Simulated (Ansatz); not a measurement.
**What a trial cell of Se relaxes into**

These are results of DFT r2SCAN, scalar-relativistic, plane waves, PAW (Ansatz), not measurements.

The start puts Se on the diamond structure type (Fd-3m, No. 227), at a guessed volume.

The final relaxation ran on this input, with the default PAW datasets:

```yaml
crystal:
  lattice:
    - [0.0, 3.1118728895, 3.1118728895]
    - [3.1118728895, 0.0, 3.1118728895]
    - [3.1118728895, 3.1118728895, 0.0]
  atoms:
    - { symbol: Se, position: [0.5, 0.5, 0.5] }
    - { symbol: Se, position: [0.75, 0.75, 0.75] }
basis:
  ecutwfc: 500
kpoints:
  mp_grid: { grid: [16, 16, 16] }
hamiltonian:
  xc: r2scan
scf:
  occupations: { method: gaussian, width: 0.1 }
output:
  forces: true
  stress: true
  eigenvalues: true
relax:
  adjacent_minimum: "off"
  f_tol: 0.01
  max_steps: 80
  cell: { stress_tol: 0.05 }
```

It can be run as:

```bash
ansatz run input.yaml --threads 1 --pin off --backend cpu --events-out ev --progress --plain --runs-dir out  # memory cap (--max-ram) not shown
```

End of the output:

```
SCF converged after 5 iterations
Free energy (F): -10954.916280 eV
Harris-Foulkes:  -10954.916280 eV  (|F-HF|=7.28e-12)
Internal energy: -10954.907520 eV  (E = F + TS)
E sigma→0 (E₀):  -10954.911900 eV
Entropy (-TS):   -0.008761 eV (-4.380 meV/atom)
Fermi energy:    5.681694 eV
--- Per-component energies (eV) ---
  E_band       = -889.785372
  E_kinetic    = 231.787672
  E_local      = -5440.625408  (includes V_loc(G=0)·N_el)
  E_nonlocal   = -1187.554238
  E_hartree    = 2646.663441
  E_xc         = -193.275582
  E_vxc        = -208.023534  (∫ρ·V_xc dr)
  E_paw        = -3851.549447  (= ΣΔE_a)
  E_vpaw       = 410.352078  (= ΣTr[D̂ρ^β])
  E_aug_tail   = -0.000418  (compensation charges beyond the density's cutoff)
  E_vtau       = 10.951556  (kinetic-family band-sum trace: ∫τ·v_τ [+ j·A + Jᵃ·Aᵃ] dr)
  E_ewald      = -3156.823998
  E_core_change = -3.529541  (= ΣΔE_core)
  E_smearing   = -0.008761  (= −TS)
  E_closure    =  0.000000  (closes the sum)
  Σ components = -10954.916280   (vs F -10954.916280, Δ=0.00e0)
--- Forces (eV/Å), atoms counted from 1 ---
  atom   1  Se     0.00000000     0.00000000     0.00000000
  atom   2  Se     0.00000000     0.00000000     0.00000000
  max |Σ_I F_I| component: 1.85e-17 eV/Å
--- Stress (GPa, compression-positive) ---
       -0.020973       0.000000       0.000000
        0.000000      -0.020973       0.000000
        0.000000       0.000000      -0.020973
  P = ⅓ Tr σ = -0.0210 GPa (-0.210 kbar)
--- Relaxed structure (3 steps of the walk, 3 accepted, 1 SCFs on fresh bases) ---
  F+E_penalty+E_count = -10954.91628034 eV   max|allowed force component| = 6.014e-17 eV/Å   (the final SCF, on the basis selected at the relaxed cell)
  cell:  # Å, volume = 62.2238 Å³
    - [0.000000, 3.145155, 3.145155]
    - [3.145155, 0.000000, 3.145155]
    - [3.145155, 3.145155, 0.000000]
  atoms:
    - { symbol: Se, position: [0.5, 0.5, 0.5] }
    - { symbol: Se, position: [0.750000, 0.750000, 0.750000] }
```

Total energies depend on the potentials used, so only differences within one code and one set of settings carry meaning.

The result has space group Fd-3m (No. 227). Around Se lie 4 Se at 2.72 Å.

It lies 0.67 eV/atom above the element's standard state at the same level.

For metals, differences of a few meV/atom aren't resolved.

Symmetry constrained the relaxation, so the result can be a saddle point.